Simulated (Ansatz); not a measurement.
The system is C.

```
C
1.0
     0.00000    1.78337    1.78337
     1.78337    0.00000    1.78337
     1.78337    1.78337    0.00000
C
2
Direct
  0.75000 0.75000 0.75000
  0.50000 0.50000 0.50000
```

This isn't the form of C at room conditions, which is graphite.

Program: Ansatz 0.2.0. Alike in all runs: task band structure; potentials or basis Ansatz PAW; no spin polarisation; cell as given; k mesh 7 × 7 × 7; smearing fermi-dirac 0.05 eV; the mesh is coarse, so values aren't converged.

**Question.** Order these runs on this cell by their pressure, lowest first.
A. level r2SCAN0; cutoff (eV) 500
B. level r2SCANh; cutoff (eV) 500
C. level PBE0; cutoff (eV) 420
D. level B3LYP; cutoff (eV) 420

**Answer.** A (-10.4 GPa), C (-8.3 GPa), B (-5.6 GPa), D (0.4 GPa).

Caveats: all runs use coarse meshes; the PAW data sets come from PBE, with cores solved anew for the run's functional, which leaves a small shift of forces and pressure; the thresholds are loose for stress.
